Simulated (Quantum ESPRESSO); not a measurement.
**Nb in Quantum ESPRESSO: the effect of target pressure**

The system is Nb.

```xyz
1
Lattice="0.0000 2.1150 2.1150 2.1150 0.0000 2.1150 2.1150 2.1150 0.0000" Properties=species:S:1:pos:R:3 pbc="T T T"
Nb    0.0000    0.0000    0.0000
```

This isn't the form of Nb at room conditions, which is bcc.

Alike in all runs:

| Property | Result |
| --- | --- |
| Program | Quantum ESPRESSO 7.5 |
| Task | relaxation of cell and atoms |
| Functional | PBEsol |
| Potentials or basis | GBRV 1.5 PBEsol |
| Cutoff | 707 eV |
| Density cutoff | 5633 eV |
| k mesh | 11 × 11 × 11 |
| Occupations | fermi-dirac, width 0.05 eV |
| Spin | no spin polarisation |

Each run relaxes the cell or the atoms first.

| target pressure | relaxed volume (Å³/atom) |
| --- | --- |
| 0 GPa | 18.05 |
| 2 GPa | 17.85 |
| 5 GPa | 17.57 |
| 10 GPa | ? |
| 20 GPa | 16.41 |
| 30 GPa | 15.79 |

Task: What does the run with target pressure 10 GPa give?

Result: Relaxed volume 17.15 Å³/atom.

Worked out: In Murnaghan's law V^(-B') rises as a straight line in P. The other rows fit best with B' = 3.3, V0 = 18.05 Å³/atom and B0 = 179 GPa, which gives 17.14 Å³/atom at 10 GPa, against the run's 17.15.

Caveats: the volume moved by over 15 % at a fixed basis, so the end points are rough (some runs).
